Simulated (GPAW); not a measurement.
# PbS (Cmcm) in GPAW: single point with PBE

Aim: the single point of PbS with PBE.

Everything below comes from runs of GPAW 26.7.0. Logs are shortened: lines on timing, memory, paths and dates and some standing lists are left out, and cuts for length are marked. The log counts tension as positive stress, the text compression.

## (1) The structure

The structure is orthorhombic, space group Cmcm (No. 63). Conventional cell: a = 4.160 Å, b = 11.983 Å, c = 4.279 Å, α = 90.00°, β = 90.00°, γ = 90.00°. Pb (site symmetry m2m) is surrounded by 5 S at 2.69 to 2.99 Å. S (site symmetry m2m) has 5 Pb at 2.69 to 2.99 Å as nearest neighbours.

Measurements of this composition are mostly on another form, of space group No. 225.

## (2) Single point, PBE

File run.py:

```python
from ase import Atoms
from ase.dft.bandgap import bandgap
from ase.io import write
from ase.units import GPa
from gpaw import GPAW, PW

atoms = Atoms(['Pb', 'Pb', 'S', 'S'],
              cell=[[2.079952695, -5.991296865, 0.0],
                    [2.079952695, 5.991296865, 0.0],
                    [0.0, 0.0, 4.27932094]],
              scaled_positions=[[0.13056335, 0.86943665, 0.25],
                                [0.86943665, 0.13056335, 0.75],
                                [0.35479709, 0.64520291, 0.25],
                                [0.64520291, 0.35479709, 0.75]],
              pbc=True)

calc = GPAW(mode=PW(250),
            xc='PBE',
            kpts={'size': (4, 4, 4), 'gamma': True},
            occupations={'name': 'fermi-dirac', 'width': 0.05},
            nbands=33,
            convergence={'density': 1e-05, 'energy': 1e-05},
            maxiter=75,
            txt='gpaw.txt')
atoms.calc = calc
energy = atoms.get_potential_energy()
forces = atoms.get_forces()
stress = atoms.get_stress()
calc.write('gs.gpw')
write('result.traj', atoms)
print(f'Energy: {energy:.6f} eV')
print('Forces (eV/A):')
print(forces.round(4))
print('Stress (GPa):', (stress / GPa).round(3))
print('Fermi level:', round(calc.get_fermi_level(), 4), 'eV')
print(f'Gap: {bandgap(calc)[0]:.4f} eV, direct: {bandgap(calc, direct=True)[0]:.4f} eV')
```

Potentials or basis: GPAW PAW data sets (gpaw-data 1.2.1), pw.

On the command line:

```console
$ OMP_NUM_THREADS=1 python run.py
```

gpaw.txt:

```text
__  _  _
 | _ |_)|_||  |
 |__||  | ||/\| - 26.7.0

Input parameters:
  mode=PW(ecut=250.0),
  convergence={'density': 1e-05, 'energy': 1e-05},
  kpts=MonkhorstPack(size=(4, 4, 4), gamma=True),
  maxiter=75,
  nbands=33,
  occupations=Occupations(name='fermi-dirac', width=0.05),
  xc=XC(name='PBE')

Diagonalizing LCAO Hamiltonian
Converting LCAO to pw mode

             Pb
         S S
       Pb

Atoms  # Å, Bohr magnetons
|   | symbol |        x |         y |        z |    initial magnetic moments |
|---|--------|----------|-----------|----------|-----------------------------|
| 0 |     Pb | 2.079953 |  4.426809 | 1.069830 | ( 0.0000,  0.0000,  0.0000) |
| 1 |     Pb | 2.079953 | -4.426809 | 3.209491 | ( 0.0000,  0.0000,  0.0000) |
| 2 |      S | 2.079953 |  1.739907 | 1.069830 | ( 0.0000,  0.0000,  0.0000) |
| 3 |      S | 2.079953 | -1.739907 | 3.209491 | ( 0.0000,  0.0000,  0.0000) |

Unit cell  # Å
| periodic |        x |         y |        z |  lengths |     angles |
|----------|----------|-----------|----------|----------|------------|
|      yes | 2.079953 | -5.991297 | 0.000000 | 6.342069 |  90.000000 |
|      yes | 2.079953 |  5.991297 | 0.000000 | 6.342069 |  90.000000 |
|      yes | 0.000000 |  0.000000 | 4.279321 | 4.279321 | 141.709848 |

Number of symmetries: 4
Symmetry operations  # r_c * U_cc + t_c -> r_c
|   | kind |            matrix            |
|---|------|------------------------------|
| 0 |  E   |  1, 0, 0,  0, 1, 0,  0, 0, 1 |
| 1 |  C2  |  0, 1, 0,  1, 0, 0,  0, 0,-1 |
| 2 |  σ   |  0,-1, 0, -1, 0, 0,  0, 0, 1 |
| 3 |  i   | -1, 0, 0,  0,-1, 0,  0, 0,-1 |

BZ-sampling:
  Number of BZ points: 64
  Number of IBZ points: 24

  Monkhorst-Pack size: [4, 4, 4]
  Monkhorst-Pack shift: [0.125, 0.125, 0.125]

K-points  # in reciprocal-cell coordinates
|     |                                coordinates |     weight |
|-----|--------------------------------------------|------------|
|   0 | (  0.00000000,   0.00000000,   0.00000000) | 0.01562500 |
|   1 | (  0.00000000,   0.00000000,   0.25000000) | 0.03125000 |
|   2 | (  0.00000000,   0.00000000,   0.50000000) | 0.01562500 |
|   3 | (  0.25000000,  -0.25000000,  -0.25000000) | 0.03125000 |
|   4 | (  0.25000000,  -0.25000000,   0.00000000) | 0.03125000 |
|   5 | (  0.25000000,  -0.25000000,   0.25000000) | 0.03125000 |
|   6 | (  0.25000000,  -0.25000000,   0.50000000) | 0.03125000 |
|   7 | (  0.25000000,   0.00000000,  -0.25000000) | 0.06250000 |
|   8 | (  0.25000000,   0.00000000,   0.00000000) | 0.06250000 |
|   9 | (  0.25000000,   0.00000000,   0.25000000) | 0.06250000 |
| ... |                                            |            |
|  23 | (  0.50000000,   0.50000000,   0.50000000) | 0.01562500 |

Plane wave coefficients: 967
Cutoff: 250.0 eV

Spin-components: 1 (collinear spins)
Bands:           33
Projectors:      22
Spin-degeneracy: 2
Datatype:        complex128

Parallelization:
  kpt:    1
  domain: 1
  band:   1

Density:
  Valence electrons: 40.0
  Components: 1
  Grid points: [24 24 16]
  Charge: 0.0  # |e|

Potential:
  Grid points: [24 24 16]

species:
  Pb:
    name:    Lead
    Z:       82.0
    valence: 14
    core:    68
    charge:  0.0  # [|e|]
    compensation charges:
      type: gauss
      rc: 0.38  # [Å]
      lmax: 2
    cutoffs:
      filter: 2.36  # [Å]
      core: 2.43  # [Å]
    projectors
    | kind |    occ | energy [eV] | rcut [Å] |
    |------|--------|-------------|----------|
    |   6s |  2.000 |     -11.969 |    1.259 |
    |   6p |  2.000 |      -3.506 |    1.275 |
    |   5d | 10.000 |     -21.211 |    1.217 |
    |    s |        |      15.243 |    1.259 |
    |    p |        |      23.705 |    1.275 |
    |    d |        |       6.001 |    1.217 |

    Using partial waves for Pb as LCAO basis

  S:
    name:    Sulfur
    Z:       16.0
    valence: 6
    core:    10
    charge:  0.0  # [|e|]
    compensation charges:
      type: gauss
      rc: 0.24  # [Å]
      lmax: 2
    cutoffs:
      filter: 1.77  # [Å]
      core: 1.66  # [Å]
    projectors
    | kind |    occ | energy [eV] | rcut [Å] |
    |------|--------|-------------|----------|
    |   3s |  2.000 |     -17.254 |    0.974 |
    |   3p |  4.000 |      -7.008 |    0.979 |
    |    s |        |       9.957 |    0.974 |
    |    p |        |      20.203 |    0.979 |
    |    d |        |       0.000 |    0.900 |

    Using partial waves for S as LCAO basis

Reference energy: -1156264.166523  # eV

eigensolver:
  PPCG
  Converge bands: occupied
  niter=2

density mixing:
  MSR1-Mixer
  Pratt-step length: 0.05
  Maximum mixing coefficient: 0.75
  Old densities: 10
  SVD Regularization: 0.005
  Good broyden scale: 1.0
  Trust region scale: 1.0
  Backstep threshold: 4.0
  History deletion threshold: 6.0
  Fourier metric: weight=20.0, sigma=0.015

occupation numbers:
  Fermi-Dirac:
    width: 0.0500  # eV

poisson solver:
  ecut: 2000.0  # eV

xc functional:
  name: PBE with 2 nearest neighbor stencil

convergence criteria:
- Maximum integral of absolute [dens]ity change: 1e-05 electrons / valence electron
- Maximum [total energy] change in last 3 cyles: 1e-05 eV / valence electron
- Maximum integral of absolute [eigenst]ate change: 4e-08 eV^2 / valence electron
maximum number of iterations: 75

SCF iterations
|iter     | |      energy | eigst |  dens |
|---------|-|-------------|-------|-------|
|iter:   1| |  -17.022927 | -0.61 |       |
|iter:   2| |  -16.791100 | -2.29 | -1.13 |
|iter:   3| |  -16.087307 | -1.50 | -1.18 |
|iter:   4| |  -16.087890 | -3.00 | -1.77 |
|iter:   5| |  -16.088448 | -3.60 | -2.14 |
|iter:   6| |  -16.088047 | -4.31 | -2.63 |
|iter:   7| |  -16.088089 | -5.69 | -3.20 |
|iter:   8| |  -16.088092c| -6.98 | -3.82 |
|iter:   9| |  -16.088092c| -8.22c| -4.53 |
|iter:  10| |  -16.088092c| -8.51c| -5.16c|

Converged in 10 steps
Energy contributions relative to reference atoms: (reference = -1156264.166523)

Energy contributions:
  Kinetic:          82.423644
  Coulomb:         -80.988767
  Zero:              1.078869
  External:          0.000000
  Xc:              -18.601838
  Entropy:          -0.000000
  Spinorbit:         0.000000
  ----------------------------
  Free energy:     -16.088092
  Extrapolated:    -16.088092

dipole moment: (0.000007, -0.000000, 0.000007)  # |e|*Ang

Fermi level: 5.888
Eigenvalues  # (at kpt = [0.000, 0.000, 0.000])
| band index |      eig [eV] | occ [0-2] |
|------------|---------------|-----------|
|          0 |       -10.948 |     2.000 |
|        ... |               |           |
|         12 |        -1.420 |     2.000 |
|         13 |        -0.484 |     2.000 |
|         14 |         1.134 |     2.000 |
|         15 |         2.392 |     2.000 |
|         16 |         2.947 |     2.000 |
|         17 |         3.675 |     2.000 |
[... 8 lines left out ...]
|         26 |        11.405 |     0.000 |
|         27 |        12.321 |     0.000 |
|        ... |               |           |
|         32 |        15.592 |     0.000 |

Gap: 1.259 eV
Transition (v -> c):
  (s=0, k=2, n=19, [0.00, 0.00, 0.50]) -> (s=0, k=21, n=20, [0.50, 0.50, 0.00])
Direct/indirect transitions are different
Direct gap: 1.626 eV
Transition at: (s=0, k=21, n=19, [0.50, 0.50, 0.00])

Forces  # eV/Ang
|       x |        y |        z |
|---------|----------|----------|
| 0.00000 |  0.05232 | -0.00023 |  # Pb   0
| 0.00000 | -0.05232 |  0.00023 |  # Pb   1
| 0.00000 | -0.03567 | -0.00017 |  # S    2
| 0.00000 |  0.03567 |  0.00017 |  # S    3

Stress tensor  # eV/Ang^3
|        x |         y |         z |
|----------|-----------|-----------|
| 0.008780 |  0.000000 |  0.000000 |
| 0.000000 |  0.008142 | -0.000000 |
| 0.000000 | -0.000000 |  0.009353 |

# Writing to gs.gpw (mode='')
```

Run time: 20 s. Hardware: 1 thread of Arm Neoverse V1, shared host; peak memory 0.15 GiB.

The run converged, but some of its settings lie outside the range that counts as converged, so its numbers aren't taken as properties of the crystal.

What came out:

```yaml
Free_energy: -16.0881 eV
Pressure: -1.4 GPa
Largest_force: 0.052 eV/Å
Band_gap_on_the_k_mesh: 1.26 eV, indirect (least direct gap 1.63 eV)
```

Caveat: the k mesh is coarse; the cutoff is short for stress and forces, so pressures can be off by a GPa or more; spin-orbit coupling is left out, which as a rule narrows the gap of such compounds by several tenths of an eV; the program warned that so skewed a cell can give wrong results.
